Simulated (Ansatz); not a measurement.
Al3Ru2 in Ansatz: the effect of target pressure

Al3Ru2:

```
Ru Al
1.0
    -1.53890    1.53890    7.14310
     1.53890   -1.53890    7.14310
     1.53890    1.53890   -7.14310
Ru Al
2 3
Direct
  0.39413 0.39413 0.00000
  0.60587 0.60587 0.00000
  0.19382 0.19382 0.00000
  0.80618 0.80618 0.00000
  0.00000 0.00000 0.00000
```

The cell comes from a database or a generator and needn't be the stable form of this composition.

Alike in all runs:

| Item | Value |
| --- | --- |
| Program | Ansatz 0.2.0 |
| Task | relaxation of cell and atoms |
| Functional | PBEsol |
| Potentials or basis | Ansatz PAW |
| Cutoff | 420 eV (not typed: the program's choice for these potentials) |
| k mesh | 12 × 12 × 12 |
| Occupations | fermi-dirac, width 0.05 eV |
| Spin | no spin polarisation |

Each run relaxes the cell or the atoms first.

```tsv
target pressure	relaxed volume (Å³/atom)
0 GPa	13.46
2 GPa	13.33
5 GPa	13.13
10 GPa	12.84
20 GPa	12.34
30 GPa	?
```

Problem. What does the run with target pressure 30 GPa give?

Solution. Relaxed volume 11.93 Å³/atom.

Worked out: In Murnaghan's law V^(-B') rises as a straight line in P. The other rows fit best with B' = 4.3, V0 = 13.46 Å³/atom and B0 = 189 GPa, which gives 11.93 Å³/atom at 30 GPa, against the run's 11.93.

Caveats: the plane-wave basis is chosen anew once the cell has moved, so the energies of steps on either side of that aren't comparable; the PAW data sets come from PBE, with cores solved anew for the run's functional, which leaves a small shift of forces and pressure.
